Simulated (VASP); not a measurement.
A run of VASP 6.6.1 is set up as follows.

The input POSCAR:

```
BN
1.0
    0.0000000000      1.8130010000      1.8130010000
    1.8130010000      0.0000000000      1.8130010000
    1.8130010000      1.8130010000      0.0000000000
N B
1 1
Direct
    0.2500000000      0.2500000000      0.2500000000
    0.0000000000      0.0000000000      0.0000000000
```

The input INCAR.step1:

```
PREC = Accurate ; ENCUT = 520
EDIFF = 1E-5 ; ISMEAR = -1
SIGMA = 0.05 ; LREAL = F
LASPH = T ; NELM = 80
ALGO = Normal ; ISIF = 2
LWAVE = T ; LCHARG = F
GGA = PE
```

Contents of INCAR.step2:

```
PREC = Accurate ; ENCUT = 520
EDIFF = 1E-6 ; ISMEAR = -1
SIGMA = 0.05 ; LREAL = F
LASPH = T ; NELM = 80
ALGO = Normal ; ISIF = 2
LWAVE = F ; LCHARG = F
METAGGA = R2SCAN ; LHFCALC = T
AEXX = 0.1 ; LMIXTAU = T
PRECFOCK = Fast ; ISTART = 1
```

KPOINTS

```
Automatic mesh
0
Gamma
  7 7 7
```

Contents of KPOINTS_OPT:

```
path GXWKGLUWLK,UX
10
line-mode
reciprocal
 0.0000000000  0.0000000000  0.0000000000  G
 0.5000000000  0.0000000000  0.5000000000  X

 0.5000000000  0.0000000000  0.5000000000  X
 0.5000000000  0.2500000000  0.7500000000  W

 0.5000000000  0.2500000000  0.7500000000  W
 0.3750000000  0.3750000000  0.7500000000  K

 0.3750000000  0.3750000000  0.7500000000  K
 0.0000000000  0.0000000000  0.0000000000  G

 0.0000000000  0.0000000000  0.0000000000  G
 0.5000000000  0.5000000000  0.5000000000  L

 0.5000000000  0.5000000000  0.5000000000  L
 0.6250000000  0.2500000000  0.6250000000  U

 0.6250000000  0.2500000000  0.6250000000  U
 0.5000000000  0.2500000000  0.7500000000  W

 0.5000000000  0.2500000000  0.7500000000  W
 0.5000000000  0.5000000000  0.5000000000  L

 0.5000000000  0.5000000000  0.5000000000  L
 0.3750000000  0.3750000000  0.7500000000  K

 0.6250000000  0.2500000000  0.6250000000  U
 0.5000000000  0.0000000000  0.5000000000  X
```

Potentials or basis: VASP PAW PBE potentials, release 64 (N, B).

Run with:

```console
$ cat potpaw_PBE.64/N/POTCAR potpaw_PBE.64/B/POTCAR > POTCAR
$ cp INCAR.step1 INCAR
$ mpirun -np 1 vasp_std > vasp.out
$ cp INCAR.step2 INCAR
$ mpirun -np 1 vasp_std > vasp.out
```

**Question.** What does it give for the pressure?

**Answer.** -6.8 GPa.

Levels at the corners of the path, in eV from the valence-band top:
```
point  band 2  band 3  band 4  band 5  band 6  band 7  band 8
    Γ   -0.07   -0.07   -0.07   10.30   10.30   10.30   11.74
    X   -9.50   -5.14   -5.14    5.65   10.51   20.16   20.16
    X   -9.50   -5.14   -5.14    5.65   10.51   20.16   20.16
    W   -8.12   -7.29   -6.74   11.08   15.05   16.22   16.39
    W   -8.12   -7.29   -6.74   11.08   15.05   16.22   16.39
    K   -8.67   -7.99   -4.26    8.20   14.45   17.84   18.75
    K   -8.67   -7.99   -4.26    8.20   14.45   17.84   18.75
    Γ   -0.07   -0.07   -0.07   10.30   10.30   10.30   11.74
    Γ   -0.07   -0.07   -0.07   10.30   10.30   10.30   11.74
    L  -11.30   -2.03   -2.03   11.48   12.26   12.26   17.22
    L  -11.30   -2.03   -2.03   11.48   12.26   12.26   17.22
    U   -8.67   -7.99   -4.26    8.20   14.45   17.84   18.75
    U   -8.67   -7.99   -4.26    8.20   14.45   17.84   18.75
    W   -8.12   -7.29   -6.74   11.08   15.05   16.22   16.39
    W   -8.12   -7.29   -6.74   11.08   15.05   16.22   16.39
    L  -11.30   -2.03   -2.03   11.48   12.26   12.26   17.22
    L  -11.30   -2.03   -2.03   11.48   12.26   12.26   17.22
    K   -8.67   -7.99   -4.26    8.20   14.45   17.84   18.75
    U   -8.67   -7.99   -4.26    8.20   14.45   17.84   18.75
    X   -9.50   -5.14   -5.14    5.65   10.51   20.16   20.16
```

Caveat: the k mesh is coarse (spacing up to 0.43 Å⁻¹), so the values aren't converged, least of all with exact exchange; an unscreened hybrid on a path of extra k points without a Coulomb cutoff has errors near the mesh points, so the bands along the path aren't reliable; the PAW data sets were made with another functional, which shifts forces and pressure a little.
